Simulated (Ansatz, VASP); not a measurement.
One calculation of CdS, two programs

```xyz
4
Lattice="4.1960 0.0000 0.0000 -2.0980 3.6338 0.0000 0.0000 0.0000 6.8307" Properties=species:S:1:pos:R:3 pbc="T T T"
Cd    0.0000    2.4225   -0.0014
Cd    2.0980    1.2113    3.4140
S     0.0000    2.4225    2.5698
S     2.0980    1.2113    5.9851
```

Alike in both runs: functional PBE; k mesh 11 × 11 × 6; occupations fermi-dirac, width 0.05 eV; no spin polarisation.

Ansatz relaxed the structure, and its values are those at the end. VASP's run is a single point on that final structure, the one shown.

|  | VASP | Ansatz |
| --- | --- | --- |
| version | VASP 6.6.1 | Ansatz 0.2.0 |
| potentials or method | VASP PAW PBE potentials, release 64 (Cd, S) | PAW with Ansatz's default frozen-core files, scalar-relativistic |
| plane-wave cutoff (eV) | 520 | 420 |
| valence electrons in the cell | 36 | 52 |

Ansatz gave:

```
pressure (GPa) : 0.0
```

**Question.** Which values does VASP return?

**Answer.** Pressure (GPa): 0.3.

The two sets of potentials don't hold the same shells in valence.
